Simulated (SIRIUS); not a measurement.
Set up this calculation in SIRIUS 7.10.0, as the native input.

| Item | Value |
| --- | --- |
| Task | single point |
| Functional | PBE |
| Potentials or basis | PseudoDojo 0.4.1 PBE standard (scalar relativistic) |
| Cutoff | 1054 eV |
| Density cutoff | 4214 eV |
| k mesh | 10 × 10 × 8 |
| Occupations | fermi-dirac, width 0.05 eV |
| Spin | no spin polarisation |
| Libxc names | ["XC_GGA_X_PBE", "XC_GGA_C_PBE"] |
| Energy tol | 1e-08 Ha |
| Density tol | 1e-06 |
| Mixer | anderson |
| Mixing beta | 0.7 |
| Max scf | 100 |
| Radial cutoff for the potentials' integrals | 6.5 bohr |

Crystal: ZrB2.

```
Zr B
1.0
     3.17000    0.00000    0.00000
    -1.58500    2.74530    0.00000
     0.00000    0.00000    3.53300
Zr B
1 2
Direct
  0.00000 0.00000 0.00000
  0.66667 0.33333 0.50000
  0.33333 0.66667 0.50000
```

The input as run:

sirius.json

```json
{
  "control": {
    "processing_unit": "cpu",
    "verbosity": 2,
    "num_bands_to_print": 16,
    "print_forces": true,
    "print_stress": true
  },
  "parameters": {
    "electronic_structure_method": "pseudopotential",
    "xc_functionals": ["XC_GGA_X_PBE", "XC_GGA_C_PBE"],
    "gk_cutoff": 8.8,
    "pw_cutoff": 17.6,
    "ngridk": [10, 10, 8],
    "shiftk": [0, 0, 0],
    "smearing": "fermi_dirac",
    "smearing_width": 0.0018374661,
    "num_bands": 16,
    "num_mag_dims": 0,
    "num_dft_iter": 100,
    "energy_tol": 1e-08,
    "density_tol": 1e-06
  },
  "iterative_solver": {
    "type": "davidson",
    "min_tolerance": 1e-09,
    "tolerance_scale": [0.1, 0.25]
  },
  "mixer": {
    "type": "anderson",
    "beta": 0.7,
    "max_history": 8
  },
  "settings": {
    "tol_ne": 1e-10,
    "pseudo_grid_cutoff": 6.5
  },
  "unit_cell": {
    "lattice_vectors": [
      [5.990431815064, 0.0, 0.0],
      [-2.995215907532, 5.18786613149, 0.0],
      [0.0, 0.0, 6.676402398303]
    ],
    "atom_coordinate_units": "lattice",
    "atom_types": ["Zr", "B"],
    "atom_files": {
      "Zr": "Zr.json",
      "B": "B.json"
    },
    "atoms": {
      "Zr": [
        [0.0, 0.0, 0.0]
      ],
      "B": [
        [0.6666666667, 0.3333333333, 0.5],
        [0.3333333333, 0.6666666667, 0.5]
      ]
    }
  }
}
```

Potentials or basis: PseudoDojo 0.4.1 PBE standard (scalar relativistic).

Command:

```sh
$ upf_to_json Zr.upf
$ upf_to_json B.upf
$ OMP_NUM_THREADS=1 sirius.scf --input=sirius.json --output=out.json --task=0
```

Results of the run:

```
Pressure               : 0.8 GPa
Band gap on the k mesh : none (metal or under the smearing width)
```

It took 47 s on 1 thread of Arm Neoverse V2 (shared host), peak memory 0.44 GiB.
